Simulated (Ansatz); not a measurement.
The same redistribution along the group Mg, Zn, Cd.

Computed with Ansatz on PBE0-D4/def2-TZVP structures; ΔE is electronic, products minus reactants. CBS: MP2 limit from def2 TZ/QZ plus the TZ coupled-cluster correction, frozen cores. Functionals use def2-TZVPP. Elements past krypton have def2 core potentials. For Cd, Mg, Zn outer-core shells are correlated without core-valence functions, which leaves a few kJ/mol of doubt a bond. Scalar relativity is left out up to krypton. Each species was taken in one conformer, which may not be the lowest.

```tsv
reaction	PBE-D4 (kcal/mol)
`C[CH2][Mg][CH2]C` + `FC1=C[SiH2]1` → `C[CH2][Mg][F]` + `CCC1=C[SiH2]1`	-63.7
`C[CH2][Zn][CH2]C` + `FC1=C[SiH2]1` → `C[CH2][Zn][F]` + `CCC1=C[SiH2]1`	-40.5
`C[CH2][Cd][CH2]C` + `FC1=C[SiH2]1` → `C[CH2][Cd][F]` + `CCC1=C[SiH2]1`	-35.6
```

(1) Give the CCSD(T)/CBS values in the same order. (Estimate.)

Largest T1 diagnostic: 0.015, for `C[CH2][Zn][F]`.

## Answers

(1) The calculation gave: -68.6, -45.8, -39.1 kcal/mol.
